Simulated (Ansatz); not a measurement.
# TiCo: the cost of one run

Method: DFT PBE, scalar-relativistic, plane waves, PAW, in Ansatz 0.2.0.

**1. The structure to begin with**

Symmetry: Pm-3m, No. 221, cubic system. Conventional cell: a = 2.986 Å, b = 2.986 Å, c = 2.986 Å, α = 90.00°, β = 90.00°, γ = 90.00°. Around Ti (site symmetry m-3m) lie 8 Co at 2.59 Å. Co (site symmetry m-3m) is surrounded by 8 Ti at 2.59 Å.

Structure file:

```xyz
2
Lattice="2.9861 0.0000 0.0000 0.0000 2.9861 0.0000 0.0000 0.0000 2.9861" Properties=species:S:1:pos:R:3 pbc="T T T"
Ti    0.0000    0.0000    0.0000
Co    1.4931    1.4931    1.4931
```

Source of the structure: the Materials Project (structure only).

**2. A first look at the start**

File input.yaml:

```yaml
crystal:
  lattice:
    - [2.98611099, 0.0, 0.0]
    - [0.0, 2.98611099, 0.0]
    - [0.0, 0.0, 2.98611099]
  atoms:
    - { symbol: Ti, position: [0.0, 0.0, 0.0], spin: -1.0 }
    - { symbol: Co, position: [0.5, 0.5, 0.5], spin: 3.0 }
basis:
  ecutwfc: 420
kpoints:
  mp_grid: { grid: [6, 6, 6] }
hamiltonian:
  xc: pbe
scf:
  occupations: { method: gaussian, width: 0.1 }
  lower_state_search: "off"
output:
  forces: true
  stress: true
  eigenvalues: true
  populations: true
magnetization:
  spin_polarized: true
```

The run is started by

```bash
$ ansatz run input.yaml --threads 1 --pin off --max-ram 2560MiB --backend cpu --events-out ev --progress --plain --runs-dir out
```

What time and memory should one allow on 1 thread of Intel Xeon Platinum 8259CL at 2.50GHz (Skylake/Cascade Lake), shared host?

About 3.8 s, with a peak of 0.36 GiB.
